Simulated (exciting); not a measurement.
Crystal: Li2S.

```
S Li
1.0
     0.00000    2.84450    2.84450
     2.84450    0.00000    2.84450
     2.84450    2.84450    0.00000
S Li
1 2
Direct
  0.00000 0.00000 0.00000
  0.75000 0.75000 0.75000
  0.25000 0.25000 0.25000
```

Base run:

| Item | Value |
| --- | --- |
| Program | exciting (release sodium) |
| Functional | PBEsol |
| Potentials or basis | all-electron LAPW+lo, shipped species files, valence relativity zora |
| rgkmax | 7 |
| k mesh | 8 × 8 × 8 |
| Occupations | fermi-dirac, width 0.05 eV |
| Spin | no spin polarisation |

Its results: band gap on the k mesh 3.22 eV, indirect (least direct gap 4.13 eV).

Problem. After a change of settings the same cell gave: band gap on the k mesh 3.17 eV, indirect (least direct gap 4.08 eV). Which change was it?
A. functional from PBEsol to revPBE
B. functional from PBEsol to LDA
C. functional from PBEsol to RPBE

Solution. B.

Runs at the PBE level aren't shown here.
